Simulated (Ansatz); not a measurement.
## La: levels along high-symmetry lines

```xyz
1
Lattice="0.0000 2.6480 2.6480 2.6480 0.0000 2.6480 2.6480 2.6480 0.0000" Properties=species:S:1:pos:R:3 pbc="T T T"
La    0.0000    0.0000    0.0000
```

The cell is COD entry 9008472, as deposited and not checked against the literature; nothing was relaxed.

Spin–orbit coupling is left out, though it moves levels of the heavy atoms by tenths of an eV or more.

These are results of DFT, PBE, all-electron LAPW, scalar-relativistic in Ansatz 0.2.0, not measurements.

Sampling and basis: a Γ-centred 11×11×11 k mesh, Fermi–Dirac smearing of 0.05 eV, basis error target 0.25 meV/atom, no spin polarisation.

Points in fractions of the reciprocal vectors of this cell: Γ (0, 0, 0), X (0.5, 0, 0.5), U (0.625, 0.25, 0.625), K (0.375, 0.375, 0.75), L (0.5, 0.5, 0.5), W (0.5, 0.25, 0.75). The path joins them by straight lines in the order Γ–X–U–K–Γ–L–W–X; legs that retrace an earlier one aren't tabulated. Energies are in eV from the Fermi level.

Task: Metal or insulator at this level of theory?

Result: No gap opens: metallic or semimetallic.

Task: Tabulate bands 12 to 16, counted from the lowest band of the run, along the path.

Result: 
```json
{"k (1/Å)": "0.00", "point": "Γ", "band 12": "-15.80", "band 13": "-3.19", "band 14": "1.26", "band 15": "1.51", "band 16": "1.51"}
{"k (1/Å)": "0.30", "point": "", "band 12": "-15.88", "band 13": "-2.59", "band 14": "0.48", "band 15": "1.53", "band 16": "1.60"}
{"k (1/Å)": "0.59", "point": "", "band 12": "-16.05", "band 13": "-1.46", "band 14": "-0.46", "band 15": "1.06", "band 16": "1.74"}
{"k (1/Å)": "0.89", "point": "", "band 12": "-16.23", "band 13": "-1.64", "band 14": "-1.13", "band 15": "1.66", "band 16": "1.83"}
{"k (1/Å)": "1.19", "point": "X", "band 12": "-16.29", "band 13": "-1.96", "band 14": "-1.37", "band 15": "1.85", "band 16": "1.85"}
{"k (1/Å)": "1.29", "point": "", "band 12": "-16.29", "band 13": "-1.90", "band 14": "-1.30", "band 15": "1.84", "band 16": "1.84"}
{"k (1/Å)": "1.40", "point": "", "band 12": "-16.27", "band 13": "-1.74", "band 14": "-1.09", "band 15": "1.79", "band 16": "1.80"}
{"k (1/Å)": "1.50", "point": "", "band 12": "-16.23", "band 13": "-1.53", "band 14": "-0.74", "band 15": "1.67", "band 16": "1.74"}
{"k (1/Å)": "1.61", "point": "U", "band 12": "-16.19", "band 13": "-1.29", "band 14": "-0.30", "band 15": "1.47", "band 16": "1.67"}
{"k (1/Å)": "1.79", "point": "", "band 12": "-16.20", "band 13": "-0.98", "band 14": "-0.05", "band 15": "1.08", "band 16": "1.55"}
{"k (1/Å)": "1.97", "point": "", "band 12": "-16.23", "band 13": "-0.64", "band 14": "0.07", "band 15": "0.68", "band 16": "1.45"}
{"k (1/Å)": "2.15", "point": "", "band 12": "-16.20", "band 13": "-0.98", "band 14": "-0.05", "band 15": "1.08", "band 16": "1.55"}
{"k (1/Å)": "2.33", "point": "K", "band 12": "-16.19", "band 13": "-1.29", "band 14": "-0.30", "band 15": "1.47", "band 16": "1.67"}
{"k (1/Å)": "2.65", "point": "", "band 12": "-16.03", "band 13": "-0.45", "band 14": "0.27", "band 15": "0.54", "band 16": "1.68"}
{"k (1/Å)": "2.96", "point": "", "band 12": "-15.89", "band 13": "-1.14", "band 14": "0.14", "band 15": "0.83", "band 16": "1.61"}
{"k (1/Å)": "3.28", "point": "", "band 12": "-15.82", "band 13": "-2.53", "band 14": "0.55", "band 15": "1.46", "band 16": "1.54"}
{"k (1/Å)": "3.59", "point": "Γ", "band 12": "-15.80", "band 13": "-3.19", "band 14": "1.26", "band 15": "1.51", "band 16": "1.51"}
{"k (1/Å)": "3.85", "point": "", "band 12": "-15.83", "band 13": "-2.74", "band 14": "0.71", "band 15": "1.54", "band 16": "1.54"}
{"k (1/Å)": "4.10", "point": "", "band 12": "-15.89", "band 13": "-1.88", "band 14": "0.53", "band 15": "1.51", "band 16": "1.51"}
{"k (1/Å)": "4.36", "point": "", "band 12": "-15.95", "band 13": "-1.66", "band 14": "1.30", "band 15": "1.38", "band 16": "1.38"}
{"k (1/Å)": "4.62", "point": "L", "band 12": "-15.98", "band 13": "-1.71", "band 14": "1.29", "band 15": "1.30", "band 16": "1.30"}
{"k (1/Å)": "4.83", "point": "", "band 12": "-16.01", "band 13": "-1.40", "band 14": "0.54", "band 15": "1.44", "band 16": "1.70"}
{"k (1/Å)": "5.04", "point": "", "band 12": "-16.10", "band 13": "-0.68", "band 14": "-0.17", "band 15": "1.25", "band 16": "1.62"}
{"k (1/Å)": "5.25", "point": "", "band 12": "-16.23", "band 13": "-0.64", "band 14": "0.07", "band 15": "0.68", "band 16": "1.45"}
{"k (1/Å)": "5.46", "point": "W", "band 12": "-16.33", "band 13": "-0.79", "band 14": "0.45", "band 15": "0.45", "band 16": "1.30"}
{"k (1/Å)": "5.61", "point": "", "band 12": "-16.32", "band 13": "-1.04", "band 14": "-0.28", "band 15": "1.18", "band 16": "1.46"}
{"k (1/Å)": "5.75", "point": "", "band 12": "-16.31", "band 13": "-1.49", "band 14": "-0.87", "band 15": "1.64", "band 16": "1.68"}
{"k (1/Å)": "5.90", "point": "", "band 12": "-16.30", "band 13": "-1.84", "band 14": "-1.24", "band 15": "1.81", "band 16": "1.81"}
{"k (1/Å)": "6.05", "point": "X", "band 12": "-16.29", "band 13": "-1.96", "band 14": "-1.37", "band 15": "1.85", "band 16": "1.85"}
```
